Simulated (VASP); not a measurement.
A run of VASP 6.6.1 is set up as follows.

Contents of INCAR:

```
SYSTEM = NiO
PREC = Accurate
ENCUT = 520
EDIFF = 1E-6
ISMEAR = 0
SIGMA = 0.05
LREAL = .False.
LASPH = .True.
NELM = 100
ALGO = Normal
ISIF = 2
LWAVE = .False.
LCHARG = .False.
ISPIN = 2
MAGMOM = 0.88 0
LORBIT = 11
LMAXMIX = 4
LDAU = .True.
LDAUTYPE = 2
LDAUL = 2 -1
LDAUU = 8 0
LDAUJ = 0 0
LDAUPRINT = 1
GGA = PE
NBANDS = 19
```

File KPOINTS:

```
Automatic mesh
0
Gamma
  7 7 7
  0 0 0
```

POSCAR

```
NiO
1.0
    0.0000000000      2.2835484600      2.2835484600
    2.2835484600      0.0000000000      2.2835484600
    2.2835484600      2.2835484600      0.0000000000
Ni O
1 1
Direct
    0.0000000000      0.0000000000      0.0000000000
    0.2500000000      0.2500000000      0.2500000000
```

Potentials or basis: VASP PAW PBE potentials, release 64 (Ni, O).

The run is started by

```console
$ cat potpaw_PBE.64/Ni/POTCAR potpaw_PBE.64/O/POTCAR > POTCAR
$ mpirun -np 1 vasp_std > vasp.out
```

Predict the pressure.

-13.2 GPa.

What does it give for the site moments?

Ni +1.75; O +0.28 μB.

Estimate the net moment.

2.00 μB per cell.

Eigenvalues of the final occupation matrices:
| site | spin | trace | eigenvalues |
| --- | --- | --- | --- |
| site 1 d | 1 | 5.03 | 0.99 0.99 1.02 1.02 1.02 |
| site 1 d | 2 | 3.30 | 0.45 0.45 0.45 0.98 0.98 |

Caveat: a cell with one magnetic atom can't hold antiferromagnetic order, which such compounds often take. The state reached can hang on the start; a lower one may exist.
